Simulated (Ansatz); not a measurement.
**Convergence test, In$_{3}$Sb**

Theory: DFT r2SCAN, scalar-relativistic, plane waves, PAW (Ansatz).

```
CELL_PARAMETERS angstrom
4.83696 0.00000 0.00000
0.00000 4.83696 0.00000
0.00000 0.00000 4.83696
ATOMIC_POSITIONS crystal
In 0.50000 0.50000 0.00000
In 0.50000 0.00000 0.50000
In 0.00000 0.50000 0.50000
Sb 0.00000 0.00000 0.00000
```

The plane-wave cutoff is 500 eV. The Γ-centred k-mesh is 5×5×5. The spin treatment is unpolarised.

The atoms are held and the smearing width on a coarse mesh is swept. Energies are extrapolated to zero smearing and count from the reference run, 10×10×10 Γ-centred mesh, Gaussian smearing 0.1 eV. The cell isn't necessarily relaxed at this level. Spin–orbit coupling is left out. Pressure is positive in compression.

```csv
"rule, width (eV)",ΔE (meV/atom),"ΔF, free energy (meV/atom)",P (GPa)
Gaussian 0.01,32.8,34.2,-0.27
Gaussian 0.05,32.5,32.8,-0.33
Gaussian 0.1,31.7,30.2,-0.40
Gaussian 0.2,30.0,23.2,-0.56
Gaussian 0.4,26.6,1.46,-0.77
```

Cost: 5 runs of about 1.1 core-minutes in all, on Intel Xeon Processor @ 2.50GHz (Skylake/Cascade Lake) (shared hosts).